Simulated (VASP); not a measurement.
Crystal: SiMo3.

```
Si Mo
1.0
     0.00000    4.38118    4.38118
     4.38118    0.00000    4.38118
     4.38118    4.38118    0.00000
Si Mo
2 6
Direct
  0.50000 0.50000 0.50000
  0.75000 0.75000 0.75000
  0.21495 0.78505 0.78505
  0.78505 0.21495 0.21495
  0.78505 0.78505 0.21495
  0.21495 0.21495 0.78505
  0.21495 0.78505 0.21495
  0.78505 0.21495 0.78505
```

The cell was built by a generator and needn't be a form met in nature.

| Quantity | Value |
| --- | --- |
| Program | VASP 6.6.1 |
| Task | relaxation of cell and atoms |
| Functional | PBE |
| Potentials or basis | VASP PAW PBE potentials, release 64 (Si, Mo_sv) |
| Cutoff | 520 eV |
| k mesh | 4 × 4 × 4 |
| Occupations | gaussian, width 0.15 eV |
| Spin | no spin polarisation |

At the start: pressure -12.8 GPa; volume 21.02 Å³/atom.

How do energy, volume and symmetry change on relaxing?

Over 5 steps the energy falls by 98.0 meV/atom and the volume is 18.65 Å³/atom (-11.3 %); space group F-43m (No. 216, to 0.05 Å).

Step by step:
```tsv
step	energy change (eV)	largest force (eV/Å)	pressure (GPa)	volume (Å³)
1	0.0000	0.6210	-12.84	168.19
2	1.6690	4.8516	34.31	130.41
3	-0.6848	0.8162	-1.35	153.61
4	-0.6862	0.8821	-0.87	153.09
5	-0.7839	0.0752	0.16	149.24
```

Final structure:
```
Si Mo
1.0
     0.00000    4.21003    4.21003
     4.21003    0.00000    4.21003
     4.21003    4.21003    0.00000
Si Mo
2 6
Cartesian
  4.2100 4.2100 4.2100
  6.3150 6.3150 6.3150
  6.5840 4.2100 4.2100
  1.8360 4.2100 4.2100
  4.2100 4.2100 6.5840
  4.2100 4.2100 1.8360
  4.2100 1.8360 4.2100
  4.2100 6.5840 4.2100
```
